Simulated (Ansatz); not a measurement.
Crystal: Os.

```
CELL_PARAMETERS angstrom
2.73410 0.00000 0.00000
-1.36705 2.36780 0.00000
0.00000 0.00000 4.31970
ATOMIC_POSITIONS crystal
Os 0.66667 0.33333 0.75000
Os 0.33333 0.66667 0.25000
```

```yaml
Program: Ansatz 0.2.0
Task: relaxation of cell and atoms
Functional: revPBE
Potentials_or_basis: all-electron LAPW, scalar-relativistic
Basis_error_allowed: 0.001 eV/atom
k_mesh: 11 × 11 × 6
Occupations: fermi-dirac, width 0.05 eV
Spin: no spin polarisation
```

At the start: volume 13.98 Å³/atom.

Q: How do energy, volume and symmetry change on relaxing?

A: Over 5 steps the energy falls by 14.4 meV/atom and the volume is 14.39 Å³/atom (+2.9 %); space group P6_3/mmc (No. 194, to 0.05 Å).

The path:
```tsv
step	energy change (eV)	largest force (eV/Å)	volume (Å³)
1	0.0000	0.0000	27.96
2	-0.0284	0.0000	28.86
3	-0.0287	0.0000	28.78
4	-0.0287	0.0000	28.77
5	-0.0287	0.0000	28.77
```

Final structure:
```yaml
crystal:
  lattice:
    - [2.76053, 0.00000, 0.00000]
    - [-1.38026, 2.39069, 0.00000]
    - [0.00000, 0.00000, 4.35945]
  atoms:
    - { symbol: Os, position: [0.66667, 0.33333, 0.75000] }
    - { symbol: Os, position: [0.33333, 0.66667, 0.25000] }
```
